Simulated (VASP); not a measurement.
H4CN2O: single point with LDA

H4CN2O:

```
H C N O
1.0
     0.00000    5.63984    4.73589
     5.63984    0.00000    4.73589
     5.63984    5.63984    0.00000
H C N O
16 4 8 4
Direct
  0.39871 0.96553 0.32200
  0.41396 0.31365 0.47947
  0.86290 0.52197 0.32969
  0.36115 0.43392 0.85503
  0.66954 0.22767 0.90378
  0.02544 0.94642 0.74852
  0.24738 0.60435 0.28018
  0.00437 0.11555 0.18006
  0.85474 0.35049 0.89508
  0.77720 0.81593 0.90604
  0.31074 0.76504 0.99855
  0.96069 0.86811 0.29293
  0.23411 0.76697 0.45133
  0.67639 0.37775 0.26525
  0.62475 0.43906 0.55822
  0.35490 0.71130 0.71210
  0.41438 0.86346 0.11774
  0.06294 0.61588 0.88172
  0.85712 0.45729 0.60893
  0.67358 0.05224 0.39744
  0.34760 0.86538 0.31046
  0.57721 0.27256 0.38725
  0.75510 0.50059 0.48345
  0.27699 0.58741 0.78685
  0.76395 0.35502 0.82104
  0.94630 0.81496 0.84176
  0.34644 0.71159 0.12487
  0.89867 0.01712 0.29365
  0.53560 0.98730 0.94097
  0.96797 0.44409 0.00695
  0.02765 0.53258 0.51419
  0.55359 0.92121 0.47910
```

```json
{
  "Program": "VASP 6.6.1",
  "Task": "single point",
  "Functional": "LDA",
  "Potentials or basis": "VASP PAW LDA potentials, release 64 (H, C, N, O)",
  "Cutoff": "520 eV",
  "k mesh": "2 × 2 × 2",
  "Occupations": "fermi-dirac, width 0.05 eV",
  "Spin": "no spin polarisation",
  "Dipole correction": "no",
  "Further INCAR settings": "LREAL = Auto; ALGO = Normal; EDIFF = 1e-06; NBANDS = 70"
}
```

| Property | Result |
| --- | --- |
| Pressure | 0.1 GPa |
| Largest force | 4.241 eV/Å |
| Band gap on the k mesh | 3.81 eV, indirect (least direct gap 3.83 eV) |

Forces on the atoms (eV/Å):
```
H   -0.003  0.551  0.223
H   -0.640 -0.012  0.162
H   -0.771 -0.752  0.190
H    0.277 -0.627 -0.012
H    0.260 -0.042  1.584
H    0.259 -0.456 -0.326
H   -0.051 -0.690  0.623
H    1.049 -0.641  2.716
H   -0.201 -1.277 -0.873
H    0.347 -0.296  1.391
H   -0.682 -0.361  0.170
H   -0.807  0.566 -0.798
H   -0.131 -0.123  0.755
H    0.220 -0.453  2.236
H   -0.334 -1.243 -2.541
H    0.107 -0.020  1.871
C    0.332  0.170 -1.509
C   -0.550 -0.122 -3.528
C   -1.327 -3.139  0.592
C    2.453 -1.923  2.382
N   -0.348 -0.398 -1.139
N   -2.247  1.851 -3.001
N    0.828  3.502  2.245
N   -1.296  1.936  0.056
N    1.057  2.770 -2.290
N   -0.109  0.183 -0.498
N    0.801  0.914 -0.352
N    0.439 -0.469 -3.922
O    0.307 -0.501  1.379
O    0.605 -0.313  1.387
O   -0.096  0.697  0.907
O    0.254  0.720 -0.077
```

Stress tensor (GPa, compression positive):
```
-0.98  0.14 -1.77
 0.14 -0.98 -1.03
-1.77 -1.03  2.25
```

Levels at points of the mesh, in eV from the valence-band top:
| k point | band 46 | band 47 | band 48 | band 49 | band 50 | band 51 |
| --- | --- | --- | --- | --- | --- | --- |
| (0.00, 0.00, 0.00) | -0.62 | -0.55 | -0.02 | 3.81 | 4.99 | 5.18 |
| (0.50, 0.00, 0.00) | -0.60 | -0.50 | -0.12 | 4.41 | 5.06 | 5.13 |
| (0.00, 0.00, 0.50) | -0.76 | -0.49 | 0.00 | 4.48 | 4.87 | 5.16 |
| (0.00, 0.50, 0.00) | -0.61 | -0.41 | -0.22 | 4.53 | 5.06 | 5.09 |
| (0.50, 0.50, 0.50) | -0.68 | -0.43 | -0.13 | 4.56 | 4.96 | 5.15 |
| (0.50, 0.50, 0.00) | -0.68 | -0.43 | -0.14 | 4.64 | 4.82 | 5.15 |
| (0.50, 0.00, 0.50) | -0.59 | -0.44 | -0.07 | 4.71 | 4.81 | 5.12 |
| (0.00, 0.50, 0.50) | -0.62 | -0.41 | -0.27 | 4.57 | 4.90 | 5.18 |

Run time: 6.3 min on 1 thread of Intel(R) Xeon(R) Platinum 8375C CPU @ 2.90GHz (Ice Lake), with other jobs on the host, peak memory 0.41 GiB.

Caveat: the k mesh is coarse (spacing up to 0.51 Å⁻¹), so the values aren't converged; the standard files for N, O and F lose accuracy on very short bonds; forces of over 1 eV/Å show positions far from the minimum, so gaps and moduli don't describe the material at rest. A hybrid or GW would open this gap; LDA tends to underestimate it.
